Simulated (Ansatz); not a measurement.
The system is Ni.

```
Ni
1.0
     0.00000    1.73757    1.73757
     1.73757    0.00000    1.73757
     1.73757    1.73757    0.00000
Ni
1
Direct
  0.00000 0.00000 0.00000
```

Base run:

| Item | Value |
| --- | --- |
| Program | Ansatz 0.2.0 |
| Functional | LDA |
| Potentials or basis | Ansatz PAW |
| Cutoff | 420 eV (not typed: the program's choice for these potentials) |
| k mesh | 13 × 13 × 13 |
| Occupations | gaussian, width 0.02 eV |
| Spin | collinear spin, ferromagnetic start |
| Starting moments | [1.0] μB |

Its results: band gap on the k mesh none (metal or under the smearing width); pressure -10.4 GPa; net moment 0.62 μB per cell; site moments Ni +0.64 μB.

Problem. The run is repeated on the same cell with these changes: functional from LDA to RPBE. What comes out?

Solution. Band gap on the k mesh none (metal or under the smearing width); pressure 13.9 GPa; net moment 0.64 μB per cell; site moments Ni +0.68 μB.

RPBE binds less tightly than LDA, so the same cell stands under more pressure.

Caveats: the PAW data sets come from PBE, with cores solved anew for the run's functional, which leaves a small shift of forces and pressure.
